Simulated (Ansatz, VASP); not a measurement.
**SnO in VASP and in Ansatz**

The input POSCAR:

```
SnO
1.0
    3.3550050000      0.0000000000      0.0000000000
    0.0000000000      5.6741040000      0.0000000000
    0.0000000000      0.0000000000      4.2219700000
Sn O
2 2
Direct
    0.5000000000      0.7680910000      0.0131440000
    0.0000000000      0.2319090000      0.5131440000
    0.5000000000      0.1087500000      0.2368570000
    0.0000000000      0.8912500000      0.7368570000
```

Contents of INCAR.step1:

```
SYSTEM = SnO
ALGO = Normal
EDIFF = 1E-4
ENCUT = 520
GGA = PE
ISMEAR = -1
LASPH = .TRUE.
LCHARG = .FALSE.
LREAL = .FALSE.
LWAVE = .TRUE.
NBANDS = 28
NELM = 100
PREC = Accurate
SIGMA = 0.05
```

File INCAR.step2:

```
SYSTEM = SnO
ALGO = Normal
EDIFF = 1E-7
ENCUT = 520
ISIF = 2
ISMEAR = -1
ISTART = 1
LASPH = .TRUE.
LCHARG = .FALSE.
LMIXTAU = .TRUE.
LREAL = .FALSE.
LWAVE = .FALSE.
METAGGA = R2SCAN
NBANDS = 28
NELM = 100
PREC = Accurate
SIGMA = 0.05
```

File KPOINTS:

```
k-points
0
G
  5 3 4
  0 0 0
```

The input input.yaml:

```yaml
crystal:
  lattice:
    - [3.355005, 0.0, 0.0]
    - [0.0, 5.674104, 0.0]
    - [0.0, 0.0, 4.22197]
  atoms:
    - { symbol: Sn, position: [0.5, 0.768091, 0.013144] }
    - { symbol: Sn, position: [0.0, 0.231909, 0.513144] }
    - { symbol: O, position: [0.5, 0.10875, 0.236857] }
    - { symbol: O, position: [0.0, 0.89125, 0.736857] }
hamiltonian:
  xc: r2scan
  pseudopotentials: { kind: paw }
kpoints:
  mp_grid: { grid: [5, 3, 4] }
scf:
  occupations: { method: fermi_dirac, width: 0.05 }
  n_extra_bands: 10
output:
  forces: true
  stress: true
  eigenvalues: true
  dos: { projected: true, de: 0.05, nscf_kmesh: { grid: [8, 5, 6] } }
```

The cell comes from a database or a generator and needn't be the stable form of this composition.

Alike in both runs: functional r2SCAN; k mesh 5 × 3 × 4; occupations fermi-dirac, width 0.05 eV; no spin polarisation.

|  | VASP | Ansatz |
| --- | --- | --- |
| version | VASP 6.6.1 | Ansatz 0.2.0 |
| potentials or method | VASP PAW PBE potentials, release 64 (Sn_d, O) | Ansatz PAW |
| plane-wave cutoff (eV) | 520 | 500 |
| valence electrons in the cell | 40 | 40 |
| task | single point | projected density of states |

|  | VASP | Ansatz | Ansatz less VASP |
| --- | --- | --- | --- |
| gap on the k mesh at the Fermi level (eV) | 1.91 | 1.92 | +0.014 |
| least direct gap on the mesh (eV) | 2.49 | 2.51 | +0.015 |
| pressure (GPa) | -2.6 | -3.0 | -0.42 |
| largest component of the traceless stress (GPa) | 0.80 | 0.88 | +0.081 |
| rms of the force components (eV/Å) | 0.233 | 0.285 | +0.0520 |

Atom by atom the forces differ by 0.055 eV/Å (rms over components).

Caveats: spin-orbit coupling is left out, which moves the levels of the heavy elements; the PAW data sets were made with another functional, which shifts forces and pressure a little (VASP); an odd mesh through Γ misses points on the zone boundary, where band edges often lie (VASP); odd divisions of the mesh miss points on the zone boundary, where band edges often lie, so the gap on the mesh can be too wide (Ansatz); the PAW data sets come from PBE, with cores solved anew for the run's functional, which leaves a small shift of forces and pressure (Ansatz); the density of states is complete only up to the lowest level of the last band computed (Ansatz). r2SCAN opens gaps a little over a GGA but as a rule still falls short of measured ones.
